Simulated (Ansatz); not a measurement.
# CuO: the cost of one run

Method: DFT r2SCAN+U, PAW, plane waves, scalar-relativistic; U − J = 4 eV on Cu d, in Ansatz 0.2.0.

## 1. Starting point

It takes space group C2/c (No. 15, monoclinic). The conventional cell has a = 4.670 Å, b = 3.430 Å, c = 5.120 Å, α = 90.00°, β = 99.53°, γ = 90.00°. Around Cu (site symmetry -1) lie 4 O at 1.95 to 1.96 Å. O (site symmetry 2) has 4 Cu at 1.95 to 1.96 Å as nearest neighbours.

As a file:

```cif
data_structure
_symmetry_space_group_name_H-M 'P 1'
_symmetry_Int_Tables_number 1
_cell_length_a 2.8971
_cell_length_b 2.8971
_cell_length_c 5.1200
_cell_angle_alpha 97.668
_cell_angle_beta 97.668
_cell_angle_gamma 72.593
_cell_volume 40.44
loop_
_atom_site_label
_atom_site_type_symbol
_atom_site_fract_x
_atom_site_fract_y
_atom_site_fract_z
_atom_site_occupancy
Cu1 Cu 0.00000 0.50000 0.00000 1
Cu2 Cu 0.50000 0.00000 0.50000 1
O1 O 0.58000 0.42000 0.25000 1
O2 O 0.42000 0.58000 0.75000 1
```

Labels such as O4 number the atoms in the order of the input file.

Planned first: parallel moments, plain SCF; opposed moments +-, plain SCF; no spin polarisation; spin on, no moments given (the program may seed its own), plain SCF. What is tried next depends on their ends.

“Plain SCF” means no search for lower states. 

Site moments are integrals over atomic spheres and don't add up to the total.

## 2. Parallel moments, plain SCF

The input, input.yaml:

```yaml
crystal:
  lattice:
    - [2.335, -1.715, 0.0]
    - [2.335, 1.715, 0.0]
    - [-0.84769, 0.0, 5.04934]
  atoms:
    - { symbol: Cu, position: [0.0, 0.5, 0.0], spin: 1.0 }
    - { symbol: Cu, position: [0.5, 0.0, 0.5], spin: 1.0 }
    - { symbol: O, position: [0.58, 0.42, 0.25] }
    - { symbol: O, position: [0.42, 0.58, 0.75] }
magnetization:
  spin_polarized: true
hamiltonian:
  xc: r2scan
  pseudopotentials: { kind: paw }
  hubbard: { sites: [{ species: Cu, l: d, u_eff: 4.0 }] }
basis:
  ecutwfc: 500
kpoints:
  mp_grid: { grid: [8, 8, 4] }
scf:
  occupations: { method: fermi_dirac, width: 0.05 }
  lower_state_search: "off"
output:
  forces: true
  stress: true
```

Q: Estimate wall time and peak memory on 2 threads of an Arm CPU, shared host.

About 37 s, with a peak of 0.63 GiB.
